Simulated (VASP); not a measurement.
HfSiO4: relaxation of cell and atoms with PBE

The system is HfSiO4.

```xyz
12
Lattice="2.7350 -4.0950 0.0000 2.7350 4.0950 0.0000 0.0000 0.0000 6.6940" Properties=species:S:1:pos:R:3 pbc="T T T"
Hf    0.0000    0.0000    3.3470
Hf    0.0000    0.0000    0.0000
Si    2.7350   -1.2190    5.0205
Si    2.7350    1.2190    1.6735
O     1.3510   -0.2630    5.0205
O     4.1190   -0.2630    5.0205
O     2.7350   -2.1160    6.3600
O     2.7350   -2.1160    3.6810
O     1.3510    0.2630    1.6735
O     4.1190    0.2630    1.6735
O     2.7350    2.1160    0.3340
O     2.7350    2.1160    3.0130
```

The cell was built by a generator and needn't be a form met in nature.

```
Program                : VASP 6.6.1
Task                   : relaxation of cell and atoms
Functional             : PBE
Potentials or basis    : VASP PAW PBE potentials, release 64 (Hf_pv, Si, O)
Cutoff                 : 520 eV
k mesh                 : 6 × 6 × 4
Occupations            : gaussian, width 0.03 eV
Spin                   : no spin polarisation
Further INCAR settings : ALGO = Normal; EDIFF = 1e-06; IBRION = 2; EDIFFG = -0.01; NSW = 90; ISIF = 3
```

* Relaxed volume: 12.50 Å³/atom
* Relaxed cell: a = 4.927 Å, b = 4.927 Å, c = 6.693 Å, α = 90.00°, β = 90.00°, γ = 112.62°
* Space group after relaxing (to 0.05 Å): Cmcm (No. 63)
* Energy gained by relaxing: 0.1 meV/atom
* Ionic steps: 7
* Pressure after relaxing: 0.0 GPa
* Largest force after relaxing: 0.004 eV/Å
* Band gap on the k mesh: 3.18 eV, indirect (least direct gap 3.53 eV)

Forces on the atoms (eV/Å):
```
Hf   0.000  0.000  0.000
Hf   0.000  0.000  0.000
Si   0.000 -0.004  0.000
Si   0.000  0.004  0.000
O    0.001 -0.001  0.000
O   -0.001 -0.001  0.000
O    0.000  0.000  0.001
O    0.000  0.000 -0.001
O    0.001  0.001  0.000
O   -0.001  0.001  0.000
O    0.000  0.000 -0.001
O    0.000  0.000  0.001
```

Step by step:
```csv
step,energy change (eV),largest force (eV/Å),pressure (GPa),volume (Å³)
1,0.0000,0.0678,0.03,149.94
2,-0.0010,0.0436,-0.05,149.99
3,-0.0012,0.0527,-0.10,150.03
4,-0.0015,0.0142,0.02,149.96
5,-0.0016,0.0139,0.02,149.95
6,-0.0016,0.0182,-0.01,149.97
7,-0.0016,0.0041,0.00,149.96
```

Final structure:
```
CELL_PARAMETERS angstrom
2.73275 -4.09933 0.00000
2.73275 4.09933 0.00000
0.00000 0.00000 6.69325
ATOMIC_POSITIONS crystal
Hf 0.00000 0.00000 0.50000
Hf 0.00000 0.00000 0.00000
Si 0.64876 0.35124 0.75000
Si 0.35124 0.64876 0.25000
O 0.27888 0.21638 0.75000
O 0.78362 0.72112 0.75000
O 0.75884 0.24116 0.94961
O 0.75884 0.24116 0.55039
O 0.21638 0.27888 0.25000
O 0.72112 0.78362 0.25000
O 0.24116 0.75884 0.05039
O 0.24116 0.75884 0.44961
```

Levels at points of the mesh, in eV from the valence-band top:
```tsv
k point	band 35	band 36	band 37	band 38	band 39	band 40	band 41	band 42
(0.00, 0.00, 0.00)	-0.76	-0.59	-0.10	0.00	3.53	4.69	5.08	5.49
(0.50, 0.00, 0.00)	-0.98	-0.77	-0.74	-0.45	3.69	5.04	5.17	5.28
(0.50, 0.50, 0.00)	-1.15	-1.10	-0.45	-0.45	3.18	4.59	4.98	5.04
(0.00, 0.00, 0.50)	-1.08	-1.08	-0.08	-0.08	4.31	4.31	5.49	5.49
(0.50, 0.00, 0.50)	-0.87	-0.87	-0.78	-0.78	4.59	4.59	5.38	5.38
(0.50, 0.50, 0.50)	-0.64	-0.64	-0.55	-0.55	4.20	4.20	5.16	5.16
```

Run time: 3 min on 4 MPI ranks on Intel(R) Xeon(R) Platinum 8559C (Emerald Rapids), with other jobs on the host, peak memory 0.41 GiB a rank.

Caveat: spin-orbit coupling is left out, which moves the levels of the heavy elements. Expect the measured gap to be larger: semilocal functionals such as PBE lack the derivative discontinuity.
